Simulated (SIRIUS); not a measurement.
# BAs under changes of volume

One of the cells (13.186 Å³/atom); the others are scaled copies at fixed shape and fractional positions:

```
B As
1.0
     2.97659    0.00000    0.00000
     0.00000    2.97659    0.00000
     0.00000    0.00000    2.97659
B As
1 1
Direct
  0.50000 0.50000 0.50000
  0.00000 0.00000 0.00000
```

The cell was built by a generator and needn't be a form met in nature.

| Property | Result |
| --- | --- |
| Program | SIRIUS 7.10.0 |
| Functional | PBE |
| Potentials or basis | PseudoDojo 0.4.1 PBE standard (scalar relativistic) |
| Cutoff | 1152 eV |
| Density cutoff | 4606 eV |
| k mesh | 9 × 9 × 9 |
| Occupations | fermi-dirac, width 0.05 eV |
| Spin | no spin polarisation |

```tsv
volume (Å³/atom)	energy over the lowest point (meV/atom)	pressure (GPa)
12.152	?	?
12.411	1.96	2.4
12.669	0.00	0.2
13.186	5.57	-3.5
13.445	12.49	-5.1
13.704	21.90	-6.6
```

What does the run at 12.152 Å³/atom give?

Energy over the lowest point 7.57 meV/atom; pressure 4.8 GPa.

Worked out: A Birch-Murnaghan fit of order 3 (a polynomial in V^(-2/3)) to the other rows has its minimum at 12.69 Å³/atom with B0 = V·E''(V) = 98 GPa and B' = 3.8. It gives 7.51 meV/atom at 12.152 Å³/atom, against the run's 7.57, and -dE/dV = 4.6 GPa, against 4.8.

Energies are extrapolated to zero smearing.
